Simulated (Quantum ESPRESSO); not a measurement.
TiAl: zone-centre phonons under several settings

```
Ti Al
1.0
     2.86726    0.00000    0.00000
    -1.43363    2.48312    0.00000
     0.00000    0.00000    4.67808
Ti Al
1 1
Direct
  0.00000 0.00000 0.00000
  0.33333 0.66667 0.50000
```

The cell comes from a database or a generator and needn't be the stable form of this composition.

All runs used Quantum ESPRESSO 7.5; potentials GBRV 1.5 LDA; k mesh 11 × 11 × 6; no spin polarisation; cutoff 612 eV; occupations cold, width 0.2 eV.

```tsv
level	geometry	volume (Å³/atom)	pressure (GPa)	lowest optical mode without the field (cm⁻¹)	highest optical mode without the field (cm⁻¹)
LDA	relaxed at -3 GPa	16.14	-3.0	178	333
LDA	relaxed at 0 GPa	15.70	0.0	183	347
LDA	relaxed at 3 GPa	?	3.0	?	?
LDA	relaxed at 8 GPa	14.76	8.0	194	380
LDA	relaxed at 15 GPa	14.11	15.0	202	405
```

What stands in the row left open?

Volume 15.32 Å³/atom; lowest optical mode without the field 187 cm⁻¹; highest optical mode without the field 360 cm⁻¹.

Caveats: the mesh is thin for the phonons of a metal; the cell is more than 3 GPa from zero pressure, which shifts response properties (some runs); the volume moved by over 15 % at a fixed basis, so the end points are rough (some runs).

For the row left open. Caveat: the mesh is thin for the phonons of a metal.
